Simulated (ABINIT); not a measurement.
Crystal: Hf.

```
CELL_PARAMETERS angstrom
3.19670 0.00000 0.00000
-1.59835 2.76842 0.00000
0.00000 0.00000 5.05780
ATOMIC_POSITIONS crystal
Hf 0.66667 0.33333 0.75000
Hf 0.33333 0.66667 0.25000
```

Base run:

```yaml
Program: ABINIT 10.8.3 (patched build)
Functional: PBE
Potentials_or_basis: JTH PAW PBE v2.0
Cutoff: 517 eV
k_mesh: 13 × 13 × 6
Occupations: fermi-dirac, width 0.05 eV
Spin: no spin polarisation
```

Its results: band gap on the k mesh none (metal or under the smearing width); pressure 0.6 GPa.

Task: The run is repeated on the same cell with these changes: functional from PBE to PBEsol. What comes out?

Result: Band gap on the k mesh none (metal or under the smearing width); pressure -3.8 GPa.

PBEsol binds more tightly than PBE, so the same cell stands under less pressure.

Caveats: the PAW data sets were made with another functional, which shifts forces and pressure a little (some runs).
